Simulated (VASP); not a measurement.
Set up this calculation in VASP 6.6.1, as the native input.

```yaml
Task: relaxation of cell and atoms
Functional: LDA
Potentials_or_basis: VASP PAW LDA potentials, release 64 (B, N)
Cutoff: 520 eV
k_mesh: 15 × 15 × 6
Occupations: gaussian, width 0.02 eV
Spin: no spin polarisation
Further_INCAR_settings: ALGO = Fast; EDIFF = 1e-07; IBRION = 2; EDIFFG = -0.002; NSW = 80; ISIF = 3
```

The structure of BN lies in POSCAR:

```
BN                                      
1.0
    2.4906573788      0.0000000000      0.0000000000
   -1.2453286894      2.1569725575      0.0000000000
   -0.0000000000     -0.0000000000      6.4643237517
  B               N             
     2     2
Direct
     0.3333333300000021    0.6666666699999979    0.2500000000000000
     0.6666666699999979    0.3333333300000021    0.7500000000000000
     0.3333333300000021    0.6666666699999979    0.7500000000000000
     0.6666666699999979    0.3333333300000021    0.2500000000000000
```

These files were run (other wordings do the same):

INCAR

```
SYSTEM = BN
  PREC = Accurate
  ENCUT = 520
  EDIFF = 1E-7
  ISMEAR = 0
  SIGMA = 0.02
  LREAL = .False.
  LASPH = .True.
  NELM = 80
  ALGO = Fast
  ISIF = 3
  LWAVE = .False.
  LCHARG = .False.
  GGA = CA
  IBRION = 2
  NSW = 80
  EDIFFG = -0.002
```

KPOINTS

```
Automatic mesh
0
Gamma
  15 15 6
  0 0 0
```

Potentials or basis: VASP PAW LDA potentials, release 64 (B, N).

Command:

```console
$ cat potpaw_LDA.64/B/POTCAR potpaw_LDA.64/N/POTCAR > POTCAR
$ mpirun -np 1 vasp_std > vasp.out
```

Results of the run:

```
Relaxed volume                         : 8.68 Å³/atom
Relaxed cell                           : a = 2.491 Å, b = 2.491 Å, c = 6.461 Å, α = 90.00°, β = 90.00°, γ = 120.00°
Space group after relaxing (to 0.05 Å) : P6_3/mmc (No. 194)
Energy gained by relaxing              : 0.0 meV/atom
Ionic steps                            : 3
Pressure after relaxing                : 0.0 GPa
Band gap on the k mesh                 : 4.06 eV, indirect (least direct gap 4.45 eV)
```

Caveat: an odd mesh through Γ misses points on the zone boundary, where band edges often lie.

Wall time 47 s on 1 thread of Intel(R) Xeon(R) Platinum 8488C (Sapphire Rapids) (shared host), peak memory 0.16 GiB.
